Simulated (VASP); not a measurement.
# BN (Qingsongite): zone-centre modes, functional by functional

How much do the zone-centre frequencies of BN (Qingsongite) depend on the functional? The starting structure is a measured crystal structure from the Crystallography Open Database.

Program: VASP 6.6.1. Level of theory: Kohn-Sham DFT with plane waves and PAW; LDA, PBEsol, PBE, PBEsol + D3(BJ), r2SCAN, r2SCAN + rVV10 and AM05. Results are calculated unless marked as measured.

### Step 1. Starting point

Symmetry: F-43m, No. 216, cubic system. Conventional cell: a = 3.615 Å, b = 3.615 Å, c = 3.615 Å, α = 90.00°, β = 90.00°, γ = 90.00°. Nearest to N lie 4 B at 1.57 Å. B has 4 N at 1.57 Å nearest. Farther neighbours and most contacts between anions are not listed.

Coordinates:

```xyz
2
Lattice="0.0000 1.8075 1.8075 1.8075 0.0000 1.8075 1.8075 1.8075 0.0000" Properties=species:S:1:pos:R:3 pbc="T T T"
N     2.7113    2.7113    2.7113
B     0.0000    0.0000    0.0000
```

### Step 2. Modes with LDA

LDA, the lowest rung, knows the local density alone. The cell comes from a relaxation at this level, not shown (11.50 Å³).

INCAR

```
SYSTEM = BN
PREC = Accurate
ENCUT = 520
EDIFF = 1E-08
NELM = 100
ISMEAR = 0
SIGMA = 0.03
LREAL = .FALSE.
ALGO = Normal
GGA = CA
NBANDS = 10
LORBIT = 11
LWAVE = .FALSE.
LCHARG = .FALSE.
KPAR = 8
IBRION = 8
LEPSILON = .TRUE.
LPEAD = .TRUE.
ISIF = 2
```

POSCAR

```
BN
1.0
    0.0000000000      1.7917290351      1.7917290351
    1.7917290351      0.0000000000      1.7917290351
    1.7917290351      1.7917290351      0.0000000000
N B
1 1
Direct
    0.7500000000      0.7500000000      0.7500000000
    0.0000000000      0.0000000000      0.0000000000
```

KPOINTS

```
Automatic mesh
0
Gamma
14 14 14
0 0 0
```

The projector-augmented-wave data sets are N and B (LDA family, release 64).

Command:

```console
mpirun -np 8 vasp_std
```

What it wrote:

```text
[banner, memory and clock lines left out]
running    8 mpi-ranks, on    1 nodes
 distrk:  each k-point on    1 cores,    8 groups
 distr:  one band on    1 cores,    1 groups

 POSCAR found type information on POSCAR N B
 POSCAR found :  2 types and       2 ions
|                                                                             |
|           W    W    AA    RRRRR   N    N  II  N    N   GGGG   !!!           |
|           W    W   A  A   R    R  NN   N  II  NN   N  G    G  !!!           |
|           W    W  A    A  R    R  N N  N  II  N N  N  G       !!!           |
|           W WW W  AAAAAA  RRRRR   N  N N  II  N  N N  G  GGG   !            |
|           WW  WW  A    A  R   R   N   NN  II  N   NN  G    G                |
|           W    W  A    A  R    R  N    N  II  N    N   GGGG   !!!           |
|                                                                             |
|     For optimal performance we recommend to set                             |
|       NCORE = 2 up to number-of-cores-per-socket                            |
|     NCORE specifies how many cores store one orbital (NPAR=cpu/NCORE).      |
|     This setting can greatly improve the performance of VASP for DFT.       |
|     The default, NCORE=1 might be grossly inefficient on modern             |
|     multi-core architectures or massively parallel machines. Do your        |
|     Unfortunately you need to use the default for GW and RPA                |
|     calculations (for HF NCORE is supported but not extensively tested      |
|     yet).                                                                   |
|                                                                             |

 LDA part: xc-table for (Slater(with rela. corr.)+CA(PZ))
 , standard interpolation
 POSCAR, INCAR and KPOINTS ok, starting setup
 FFT: planning ... GRIDC
 FFT: planning ... GRID_SOFT
 FFT: planning ... GRID
 WAVECAR not read
 entering main loop
       N       E                     dE             d eps       ncg     rms          rms(c)
DAV:   1     0.709457797868E+01    0.70946E+01   -0.49345E+03  2104   0.783E+02
DAV:   2    -0.201931663674E+02   -0.27288E+02   -0.26258E+02  2510   0.155E+02
DAV:   3    -0.205931484496E+02   -0.39998E+00   -0.39935E+00  2404   0.165E+01
DAV:   4    -0.205936123176E+02   -0.46387E-03   -0.46386E-03  2272   0.670E-01
DAV:   5    -0.205936127645E+02   -0.44691E-06   -0.44690E-06  2370   0.206E-02    0.665E+00
DAV:   6    -0.195646856005E+02    0.10289E+01   -0.33327E+00  2108   0.113E+01    0.317E+00
DAV:   7    -0.194465274887E+02    0.11816E+00   -0.96138E-02  2308   0.264E+00    0.180E+00
DAV:   8    -0.194141096905E+02    0.32418E-01   -0.50426E-02  2334   0.161E+00    0.187E-01
DAV:   9    -0.194139541446E+02    0.15555E-03   -0.86495E-04  2250   0.276E-01    0.827E-02
DAV:  10    -0.194139385634E+02    0.15581E-04   -0.43302E-05  2346   0.668E-02    0.139E-02
DAV:  11    -0.194139390385E+02   -0.47502E-06   -0.16984E-06  2322   0.939E-03    0.612E-03
DAV:  12    -0.194139389717E+02    0.66714E-07   -0.48617E-07  2286   0.434E-03    0.224E-04
DAV:  13    -0.194139389728E+02   -0.10533E-08   -0.76828E-09  1320   0.887E-04
   1 F= -.19413939E+02 E0= -.19413939E+02  d E =-.800194E-17
 Linear response reoptimize wavefunctions to high precision
DAV:   1    -0.194139389729E+02   -0.93564E-10   -0.18906E-10  1454   0.159E-04
 Linear response to external field (no local field effect), progress :
  Direction:   1
       N       E                     dE             d eps       ncg     rms          rms(c)
RMM:   1    -0.139613133010E+00   -0.13961E+00   -0.43071E-01  1242   0.198E+00
RMM:   2    -0.140032612138E+00   -0.41948E-03   -0.30533E-04  1248   0.138E-01
RMM:   3    -0.140033248147E+00   -0.63601E-06   -0.40781E-07  1248   0.456E-03
RMM:   4    -0.140033248702E+00   -0.55473E-09   -0.14834E-09   886   0.203E-04
 change of polarisation eV/A/(eV/A) component  1 :     0.280     0.118     0.031
 dielectric tensor                  component  1 :     5.405     1.862     0.493
 Linear response to external field (no local field effect), progress :
  Direction:   2
       N       E                     dE             d eps       ncg     rms          rms(c)
RMM:   1    -0.139102597433E+00   -0.13910E+00   -0.42321E-01  1244   0.196E+00
RMM:   2    -0.139457391037E+00   -0.35479E-03   -0.29310E-04  1248   0.134E-01
RMM:   3    -0.139457989303E+00   -0.59827E-06   -0.36762E-07  1248   0.442E-03
RMM:   4    -0.139457990311E+00   -0.10079E-08   -0.15232E-09   876   0.194E-04
 change of polarisation eV/A/(eV/A) component  2 :     0.118     0.279    -0.040
 dielectric tensor                  component  2 :     1.862     5.387    -0.635
 Linear response to external field (no local field effect), progress :
  Direction:   3
       N       E                     dE             d eps       ncg     rms          rms(c)
RMM:   1    -0.749793901288E-01   -0.74979E-01   -0.20388E-01  1216   0.156E+00
RMM:   2    -0.753205666168E-01   -0.34118E-03   -0.18666E-04  1248   0.115E-01
RMM:   3    -0.753210551008E-01   -0.48848E-06   -0.24070E-07  1248   0.385E-03
RMM:   4    -0.753210562144E-01   -0.11136E-08   -0.55217E-10   871   0.180E-04
 change of polarisation eV/A/(eV/A) component  3 :     0.031    -0.040     0.151
 dielectric tensor                  component  3 :     0.494    -0.635     3.370
 Linear response to external field, progress :
  Direction:   1
       N       E                     dE             d eps       ncg     rms          rms(c)
RMM:   1    -0.117896991225E+00   -0.11790E+00   -0.35259E-01  5072   0.183E+00
RMM:   2    -0.118269449708E+00   -0.37246E-03   -0.26062E-04  5136   0.129E-01    0.576E-01
RMM:   3    -0.115993221001E+00    0.22762E-02   -0.99622E-04 12917   0.238E-01    0.337E-01
RMM:   4    -0.119698533241E+00   -0.37053E-02   -0.13990E-03 17144   0.286E-01    0.369E-02
RMM:   5    -0.120159660943E+00   -0.46113E-03   -0.14414E-05 13542   0.302E-02    0.412E-03
RMM:   6    -0.120172617543E+00   -0.12957E-04   -0.22746E-08 14346   0.163E-03    0.220E-03
RMM:   7    -0.120181649258E+00   -0.90317E-05   -0.77310E-09 14340   0.840E-04    0.983E-05
RMM:   8    -0.120181822635E+00   -0.17338E-06   -0.61491E-10  9962   0.388E-05    0.257E-05
RMM:   9    -0.120181818180E+00    0.44549E-08   -0.54368E-10  8345   0.432E-05    0.221E-06
 change of polarisation eV/A/(eV/A) component  1 :     0.227     0.040     0.024
 dielectric tensor                  component  1 :     4.566     0.622     0.375
 Linear response to external field, progress :
  Direction:   2
       N       E                     dE             d eps       ncg     rms          rms(c)
RMM:   1    -0.117897087366E+00   -0.11790E+00   -0.35259E-01  5072   0.183E+00
RMM:   2    -0.118269443462E+00   -0.37236E-03   -0.26266E-04  5136   0.129E-01    0.576E-01
RMM:   3    -0.115993257761E+00    0.22762E-02   -0.99690E-04 12916   0.238E-01    0.337E-01
RMM:   4    -0.119698687191E+00   -0.37054E-02   -0.14003E-03 17130   0.286E-01    0.369E-02
RMM:   5    -0.120159766905E+00   -0.46108E-03   -0.14431E-05 13537   0.302E-02    0.412E-03
RMM:   6    -0.120172735487E+00   -0.12969E-04   -0.23167E-08 14343   0.163E-03    0.220E-03
RMM:   7    -0.120181762161E+00   -0.90267E-05   -0.73142E-09 14340   0.840E-04    0.971E-05
RMM:   8    -0.120181929743E+00   -0.16758E-06   -0.18142E-10  9768   0.383E-05    0.280E-05
RMM:   9    -0.120181934578E+00   -0.48345E-08   -0.47542E-10  8591   0.460E-05    0.265E-06
 change of polarisation eV/A/(eV/A) component  2 :     0.025     0.227     0.028
 dielectric tensor                  component  2 :     0.401     4.566     0.440
 Linear response to external field, progress :
  Direction:   3
       N       E                     dE             d eps       ncg     rms          rms(c)
RMM:   1    -0.117896846567E+00   -0.11790E+00   -0.35259E-01  5072   0.183E+00
RMM:   2    -0.118269445763E+00   -0.37260E-03   -0.26079E-04  5136   0.129E-01    0.576E-01
RMM:   3    -0.115993241994E+00    0.22762E-02   -0.99626E-04 12917   0.238E-01    0.337E-01
RMM:   4    -0.119698653765E+00   -0.37054E-02   -0.13991E-03 17142   0.286E-01    0.369E-02
RMM:   5    -0.120159765384E+00   -0.46111E-03   -0.14415E-05 13541   0.302E-02    0.412E-03
RMM:   6    -0.120172734264E+00   -0.12969E-04   -0.22984E-08 14344   0.163E-03    0.220E-03
RMM:   7    -0.120181761967E+00   -0.90277E-05   -0.77228E-09 14341   0.839E-04    0.974E-05
RMM:   8    -0.120181929711E+00   -0.16774E-06   -0.46592E-10  9777   0.374E-05    0.277E-05
RMM:   9    -0.120181933601E+00   -0.38902E-08   -0.67154E-10  8557   0.447E-05    0.263E-06
 change of polarisation eV/A/(eV/A) component  3 :     0.022     0.041     0.227
 dielectric tensor                  component  3 :     0.345     0.651     4.566
 Linear response DOF=           2
 Linear response progress:
  Degree of freedom:   1/  2
       N       E                     dE             d eps       ncg     rms          rms(c)
RMM:   1    -0.229577044873E+00   -0.22958E+00    0.10802E-01 17340   0.331E+00
RMM:   2    -0.224052500705E+00    0.55245E-02   -0.21331E-03 13236   0.430E-01    0.231E-01
RMM:   3    -0.225021055253E+00   -0.96855E-03   -0.42579E-04 12772   0.160E-01    0.125E-01
RMM:   4    -0.227058653920E+00   -0.20376E-02   -0.39579E-04 12377   0.156E-01    0.232E-02
RMM:   5    -0.227115646751E+00   -0.56993E-04   -0.84622E-06 14212   0.227E-02    0.874E-04
RMM:   6    -0.227123522436E+00   -0.78757E-05   -0.10220E-06 14002   0.111E-03    0.403E-04
RMM:   7    -0.227121576552E+00    0.19459E-05   -0.11967E-06 14367   0.380E-04    0.462E-05
RMM:   8    -0.227121383368E+00    0.19318E-06   -0.97624E-07 14295   0.369E-05    0.197E-05
RMM:   9    -0.227121320981E+00    0.62387E-07   -0.98491E-07 14807   0.330E-05    0.938E-07
RMM:  10    -0.227121320682E+00    0.29922E-09   -0.99159E-07 10839   0.196E-05    0.430E-07
RMM:  11    -0.227121322437E+00   -0.17551E-08   -0.95332E-07  9705   0.197E-05    0.212E-08
 first order change of Fermi-energy   0.14742E-03
 force on displaced ion       1 direction 1 : -25.541  -0.000  -0.000
 Born effective charge ion    1 direction 1 :  -1.874   0.000   0.000
 Linear response progress:
  Degree of freedom:   2/  2
       N       E                     dE             d eps       ncg     rms          rms(c)
RMM:   1    -0.418395094530E-01   -0.41840E-01   -0.24914E-02 21774   0.134E+00
RMM:   2    -0.362222563981E-01    0.56173E-02    0.62842E-04 13182   0.239E-01    0.148E-01
RMM:   3    -0.362867203305E-01   -0.64464E-04    0.11704E-04 13676   0.783E-02    0.829E-02
RMM:   4    -0.365835492382E-01   -0.29683E-03   -0.31117E-05 13669   0.892E-02    0.763E-03
RMM:   5    -0.365826644684E-01    0.88477E-06    0.26742E-05 14077   0.719E-03    0.111E-03
RMM:   6    -0.365829984046E-01   -0.33394E-06    0.21720E-06 14096   0.517E-04    0.413E-04
RMM:   7    -0.365809599254E-01    0.20385E-05   -0.21170E-07 14271   0.389E-04    0.440E-05
RMM:   8    -0.365810037524E-01   -0.43827E-07    0.10930E-07 14376   0.319E-05    0.102E-05
RMM:   9    -0.365809443955E-01    0.59357E-07    0.17827E-07 14558   0.160E-05    0.858E-07
RMM:  10    -0.365809456317E-01   -0.12362E-08    0.16399E-07  9611   0.899E-06    0.344E-07
RMM:  11    -0.365809317069E-01    0.13925E-07    0.31511E-07  7884   0.900E-06    0.141E-08
 first order change of Fermi-energy  -0.46228E-05
 force on displaced ion       2 direction 1 : -25.553  -0.000  -0.000
 Born effective charge ion    2 direction 1 :   1.874   0.000   0.000
 Born effective charges drift removed
 Linear response finished
```

The job ended after 50 s (8 MPI ranks of AMD EPYC 7R43, shared host; peak memory 2 GiB; 6.5 min of CPU time).

The logs omit lines about the potential files and the build; timing stands in the text.

OUTCAR, selected parts (step 2):

```text
ion  position               nearest neighbor table
   1  0.750  0.750  0.750-   2 1.55   2 1.55   2 1.55   2 1.55
   2  0.000  0.000  0.000-   1 1.55   1 1.55   1 1.55   1 1.55

  LATTYP: Found a face centered cubic cell.
 ALAT       =     3.5834580702

 Subroutine GETGRP returns: Found 24 space group operations
 (whereof 24 operations were pure point group operations)

The static configuration has the point symmetry T_d .

 Found    104 irreducible k-points:

   k-points           NKPTS =    104   k-points in BZ     NKDIM =    104   number of bands    NBANDS=     10

   dimension x,y,z NGX =    20 NGY =   20 NGZ =   20
   dimension x,y,z NGXF=    40 NGYF=   40 NGZF=   40

   ENCUT  =  520.0 eV  38.22 Ry    6.18 a.u.   4.71  4.71  4.71*2*pi/ulx,y,z

   NELECT =       8.0000    total number of electrons

 k-points in reciprocal lattice and weights: Automatic mesh
   0.00000000  0.00000000  0.00000000       0.000
   0.07142857  0.00000000  0.00000000       0.003
   0.14285714  0.00000000  0.00000000       0.003
   0.21428571  0.00000000  0.00000000       0.003
   0.28571429  0.00000000  0.00000000       0.003
   0.35714286  0.00000000  0.00000000       0.003
   0.42857143  0.00000000  0.00000000       0.003
   0.50000000  0.00000000  0.00000000       0.001
   0.07142857  0.07142857  0.00000000       0.002
[...]
-0.28571429  0.42857143  0.21428571       0.009
  -0.28571429  0.50000000  0.21428571       0.004

 average (electrostatic) potential at core
       1 -59.8012       2 -29.2063

  Total        0.0001675      0.0001675      0.0001675      0.0000000      0.0000000      0.0000000
  in kB        0.0233287      0.0233287      0.0233287      0.0000000      0.0000000      0.0000000
  external PRESSURE =       0.0233287 kB  Pullay stress =       0.0000000 kB

  energy-cutoff  :      520.00
  volume of cell :       11.50
      direct lattice vectors                 reciprocal lattice vectors
     0.000000000  1.791729035  1.791729035    -0.279060053  0.279060053  0.279060053
     1.791729035  0.000000000  1.791729035     0.279060053 -0.279060053  0.279060053
     1.791729035  1.791729035  0.000000000     0.279060053  0.279060053 -0.279060053

 POSITION                                       TOTAL-FORCE (eV/Angst)
 -----------------------------------------------------------------------------------
      2.68759      2.68759      2.68759        -0.000000     -0.000000     -0.000000
      0.00000      0.00000      0.00000         0.000000      0.000000      0.000000
 -----------------------------------------------------------------------------------
    total drift:                                0.000000      0.000000      0.000000

 MACROSCOPIC STATIC DIELECTRIC TENSOR (including local field effects in DFT)
 ------------------------------------------------------
           4.566233    -0.000000     0.000000
          -0.000000     4.566233     0.000000
          -0.000000    -0.000000     4.566233
 ------------------------------------------------------

 PIEZOELECTRIC TENSOR (including local field effects)  for field in x, y, z        (C/m^2)
          XX          YY          ZZ          XY          YZ          ZX
  --------------------------------------------------------------------------------
  x     0.00000     0.00000    -0.00000     0.00000     1.02910     0.00000
  y     0.00000    -0.00000    -0.00000     0.00000     0.00000     1.02910
  z    -0.00000     0.00000     0.00000     1.02910     0.00000     0.00000

 BORN EFFECTIVE CHARGES (including local field effects) (in |e|, cummulative output)
 ---------------------------------------------------------------------------------
 ion    1
    1    -1.87409    -0.00000    -0.00000
    2     0.00000    -1.87409    -0.00000
    3    -0.00000     0.00000    -1.87409
 ion    2
    1     1.87409     0.00000     0.00000
    2    -0.00000     1.87409     0.00000
    3     0.00000    -0.00000     1.87409

 Eigenvectors and eigenvalues of the dynamical matrix
 ----------------------------------------------------

   1 f  =   31.992440 THz   201.014427 2PiTHz 1067.152920 cm-1   132.310040 meV
             X         Y         Z           dx          dy          dz
      2.687594  2.687594  2.687594     0.660004    0.000000   -0.000000
      0.000000  0.000000  0.000000    -0.751262   -0.000000   -0.000000

   2 f  =   31.992440 THz   201.014427 2PiTHz 1067.152920 cm-1   132.310040 meV
             X         Y         Z           dx          dy          dz
      2.687594  2.687594  2.687594    -0.000000    0.660004    0.000000
      0.000000  0.000000  0.000000     0.000000   -0.751262    0.000000

   3 f  =   31.992440 THz   201.014427 2PiTHz 1067.152920 cm-1   132.310040 meV
             X         Y         Z           dx          dy          dz
      2.687594  2.687594  2.687594     0.000000    0.000000   -0.660004
      0.000000  0.000000  0.000000     0.000000    0.000000    0.751262

   4 f/i=    0.003583 THz     0.022511 2PiTHz    0.119507 cm-1     0.014817 meV
             X         Y         Z           dx          dy          dz
      2.687594  2.687594  2.687594     0.268706   -0.540430    0.447355
      0.000000  0.000000  0.000000     0.236066   -0.474783    0.393014

   5 f/i=    0.003583 THz     0.022511 2PiTHz    0.119507 cm-1     0.014817 meV
             X         Y         Z           dx          dy          dz
      2.687594  2.687594  2.687594     0.677270    0.074852   -0.316380
      0.000000  0.000000  0.000000     0.595001    0.065760   -0.277948

   6 f/i=    0.003583 THz     0.022511 2PiTHz    0.119507 cm-1     0.014817 meV
             X         Y         Z           dx          dy          dz
      2.687594  2.687594  2.687594     0.183020    0.516456    0.513976
      0.000000  0.000000  0.000000     0.160788    0.453721    0.451542

 MACROSCOPIC STATIC DIELECTRIC TENSOR IONIC CONTRIBUTION
 ------------------------------------------------------
           2.162509    -0.000000     0.000000
          -0.000000     2.162509     0.000000
           0.000000     0.000000     2.162509
 ------------------------------------------------------

 ELASTIC MODULI CONTR FROM IONIC RELAXATION (kBar)
 Direction    XX          YY          ZZ          XY          YZ          ZX
 --------------------------------------------------------------------------------
 XX          -0.0000      0.0000      0.0000      0.0000     -0.0000      0.0000
 YY           0.0000     -0.0000      0.0000      0.0000      0.0000     -0.0000
 ZZ           0.0000      0.0000     -0.0000     -0.0000      0.0000      0.0000
 XY           0.0000      0.0000     -0.0000    -39.4321      0.0000     -0.0000
 YZ          -0.0000      0.0000      0.0000      0.0000    -39.4321      0.0000
 ZX           0.0000     -0.0000      0.0000     -0.0000      0.0000    -39.4321
 --------------------------------------------------------------------------------

 PIEZOELECTRIC TENSOR IONIC CONTR  for field in x, y, z        (C/m^2)
          XX          YY          ZZ          XY          YZ          ZX
  --------------------------------------------------------------------------------
  x    -0.00000     0.00000     0.00000     0.00000    -0.27477     0.00000
  y     0.00000    -0.00000     0.00000    -0.00000     0.00000    -0.27477
  z     0.00000     0.00000    -0.00000    -0.27477    -0.00000    -0.00000
```

Energies printed during the response cycles are not total energies of the cell.

LDA: the zone-centre mode is T2 1067.2 cm⁻¹.

(Continued in part 2 of 3.)

[Lines on the potential files, build, host, timing and source positions are cut from VASP's logs without a mark.]

[Logs are printed without paths, hosts, clocks, repeated set-up lines and the standing remarks that a program may print on its own settings, such as how far it seeks lower states.]

[Hosts, paths, dates, database ids (printed as entryN), source tags and the programs' standing remarks are cut or masked in the printed files.]
